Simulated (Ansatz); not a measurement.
**Zn: frozen-core PAW against all-electron methods**

```xyz
2
Lattice="2.6919 0.0000 0.0000 -1.3459 2.3312 0.0000 0.0000 0.0000 4.8478" Properties=species:S:1:pos:R:3 pbc="T T T"
Zn    0.0000    1.5541    1.2119
Zn    1.3459    0.7771    3.6358
```

Atom numbers follow the list: Zn1, Zn2.

The cell is COD entry 9008522, as deposited and not checked against the literature; nothing was relaxed. The listed cell was then made from it by scaling, straining or moving an atom.

Methods: DFT, PBE, PAW with Ansatz's default frozen-core files, scalar-relativistic (Ansatz 0.2.0); DFT, PBE, all-electron LAPW, scalar-relativistic (Ansatz 0.2.0).

For PAW: a Γ-centred 18×18×8 k mesh, Fermi–Dirac smearing of 0.03 eV, cutoff 420 eV, no spin polarisation. LAPW targets a basis error of 0.25 meV/atom. The Ansatz runs share mesh, smearing and spin set-up. Plane-wave (PAW) pressures include the program's estimate of the Pulay term.

Stress and pressure are positive in compression.

The change that made this cell: z strained by -2 % at fixed volume.

PAW results:

| quantity | PAW |
| --- | --- |
| pressure (GPa) | -0.74 |
| stress xx (GPa) | -1.69 |
| stress zz (GPa) | 1.16 |

Task: What does LAPW (all electrons) give for the same quantities?

Result: 
```tsv
quantity	LAPW
pressure (GPa)	-0.72
stress xx (GPa)	-1.66
stress zz (GPa)	1.15
```
